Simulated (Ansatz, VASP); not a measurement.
## One calculation of AlGaN2, two programs

```
Al Ga N
1.0
     3.35584    0.00000    0.00000
     0.00000    3.35584    0.00000
     0.00000    0.00000    3.77830
Al Ga N
1 1 2
Cartesian
  1.6779 1.6779 1.8892
  0.0000 0.0000 0.0000
  1.6779 0.0000 2.7961
  0.0000 1.6779 0.9822
```

Alike in both runs: task single point; functional LDA; k mesh 8 × 8 × 6; occupations gaussian, width 0.05 eV; no spin polarisation.

|  | VASP | Ansatz |
| --- | --- | --- |
| version | VASP 6.6.1 | Ansatz 0.2.0 |
| potentials or method | VASP PAW LDA potentials, release 64 (Al, Ga_d, N) | scalar-relativistic, plane waves, PAW |
| plane-wave cutoff (eV) | 520 | 420 |
| valence electrons in the cell | 26 | 26 |

```tsv
	VASP	Ansatz	Ansatz less VASP
gap on the k mesh at the Fermi level (eV)	2.61	2.60	-0.013
least direct gap on the mesh (eV)	2.61	2.60	-0.013
pressure (GPa)	-3.6	-4.5	-0.84
largest component of the traceless stress (GPa)	11.86	12.06	+0.197
rms of the force components (eV/Å)	0.149	0.138	-0.0103
```

Atom by atom the forces differ by 0.010 eV/Å (rms over components).

A k mesh can miss the band edges.
